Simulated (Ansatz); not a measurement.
The polar optical mode of AlP at 25 GPa, worked through

These are results of Ansatz, DFT PBEsol, scalar-relativistic, plane waves, PAW, not measurements. Plane waves to 420 eV; Γ-centred k mesh 10×10×10; fixed occupations. No spin polarisation. Phonons by linear response, acoustic sum rule imposed.

The cell, relaxed at 25 GPa:
```
Al P
1.0
     0.00000    2.56370    2.56370
     2.56370    0.00000    2.56370
     2.56370    2.56370    0.00000
Al P
1 1
Direct
  0.00000 0.00000 0.00000
  0.75000 0.75000 0.75000
```

Other phases may be more stable at this pressure.

Linear response gives ν_TO = 545.9 cm⁻¹, Born charges ±2.123 e (positive on Al) and ε∞ = 8.373. The primitive cell holds 33.700 Å³, and the masses are 26.982 and 30.974 amu.

Problem. Find ν_LO and the static dielectric constant.

Solution. The long-wave field adds a restoring force: ω_LO² − ω_TO² = Z*²e²/(ε_vac ε∞ μV). In these units ν_LO² − ν_TO² = 4.92064×10⁷ Z*²/(μ V ε∞) cm⁻², with μ = m₁m₂/(m₁ + m₂) = 14.420 amu: 54519 cm⁻². So ν_LO = √(545.9² + 54519) = 593.7 cm⁻¹, and the run gives 593.7. Lyddane–Sachs–Teller then gives ε0 = ε∞ (ν_LO/ν_TO)² = 9.90, against 9.90 in the run (it forms both from the same three quantities, so the match checks the arithmetic only). Between ν_TO and ν_LO the dielectric function is negative and an undamped crystal reflects fully: a reststrahlen band from 16.8 to 18.3 μm.

Problem. What do the Clausius–Mossotti polarisability and the Szigeti charge come to?

Solution. With the Lorentz local field, α = (3V/4π)(ε∞ − 1)/(ε∞ + 2) = 5.72 Å³ for the pair, and e_S = 3Z*/(ε∞ + 2) = 0.61 e. The Born charge includes the electrons' response to the dipole's own local field, and e_S takes that enhancement out. The Lorentz field assumes point-like polarisable ions, a poor picture once ε∞ is this large, since the electron clouds then overlap or are shared, so both numbers are formal here.

Problem. How strongly does a slow electron couple to the LO mode?

Solution. For one isotropic parabolic band, Fröhlich's constant is α_F = (1/ε∞ − 1/ε0) √(m* Ry/ħω_LO), with Ry = 13.606 eV, ħω_LO = 73.6 meV and m* in free-electron masses: α_F = 0.0185 × 13.60 × √m* = 0.25 √m*. The band mass isn't part of this run; for m* = 0.1, 0.3 and 1 it gives 0.08, 0.14, 0.25. In weak coupling the polaron lies α_F ħω_LO below the band edge (10 meV at m* = 0.3) with a mass m*(1 + α_F/6); past α_F of about 5 or 6 that expansion fails. A semilocal functional's ε∞ tends to be too large, which taken alone lowers α_F.

Cost: 1 run of about 0.23 core-minutes, on AMD EPYC 9R45 (Zen 5) (shared hosts).

The static dielectric constant of 9.90 is mostly electronic, since ε∞ already supplies 8.373 and the lattice adds only a small remainder. That is the mark of a polar covalent semiconductor: the sp³ bonds polarise easily, and their electrons screen the field set up by the moving ions. The LO–TO splitting therefore stays modest despite a Born charge of 2.123 e. That charge measures how polarisation shifts as the atoms move, including charge flow along the bonds, and shouldn't be read as a static ionic charge. The high mode frequencies reflect stiff, compressed bonds and two light atoms.

The same closeness of ε∞ and ε0 keeps the Fröhlich coupling weak for every band mass tried, so the long-range polar interaction alone gives no reason to expect a self-trapped electron. In zinc-blende AlP, however, the conduction-band minimum lies at or near X, with several anisotropic valleys, so the single-band coupling is an orienting estimate and says nothing about intervalley or deformation-potential scattering, which may matter as much for mobility.
